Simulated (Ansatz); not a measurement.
Wanted: the native input for an Ansatz 0.2.0 run.

```yaml
Task: band structure
Functional: PBE
Potentials_or_basis: all-electron LAPW, scalar-relativistic
Cutoff: 174 eV (chosen from the basis error)
Basis_error_allowed: 0.001 eV/atom
k_mesh: 9 × 9 × 5
Occupations: fermi-dirac, width 0.05 eV
Spin: no spin polarisation
```

The system is Zr.

```xyz
2
Lattice="3.2320 0.0000 0.0000 -1.6160 2.7990 0.0000 0.0000 0.0000 5.1470" Properties=species:S:1:pos:R:3 pbc="T T T"
Zr    1.6160    0.9330    3.8603
Zr    0.0000    1.8660    1.2868
```

One way to write it, as run:

input.yaml

```yaml
crystal:
  lattice:
    - [3.232, 0.0, 0.0]
    - [-1.616, 2.798994105, 0.0]
    - [0.0, 0.0, 5.147]
  atoms:
    - { symbol: Zr, position: [0.6666666667, 0.3333333333, 0.75] }
    - { symbol: Zr, position: [0.3333333333, 0.6666666667, 0.25] }
kpoints:
  mp_grid: { grid: [9, 9, 5] }
  band_path:
    path:
      - [0.0, 0.0, 0.0]
      - [0.5, 0.0, 0.0]
      - [0.3333333333, 0.3333333333, 0.0]
      - [0.0, 0.0, 0.0]
      - [0.0, 0.0, 0.5]
      - [0.5, 0.0, 0.5]
      - [0.3333333333, 0.3333333333, 0.5]
      - [0.0, 0.0, 0.5]
    npoints: 10
scf:
  occupations: { method: fermi_dirac, width: 0.05 }
hamiltonian:
  xc: pbe
  pseudopotentials: { kind: all_electron, lapw: { basis_error: 0.001 } }
output:
  forces: true
  stress: true
  eigenvalues: true
```

Potentials or basis: all-electron LAPW, scalar-relativistic.

Run with:

```console
$ ansatz run input.yaml --threads 1 --pin off --max-ram 3072MiB --backend cpu --events-out ev --progress --plain --runs-dir out
```

It gave:

```
Pressure                : 0.5 GPa
Band gap along the path : none (metal or under the smearing width)
```

Wall time 9.7 s on 1 thread of Arm Neoverse V2, on a shared host, peak memory 0.29 GiB.
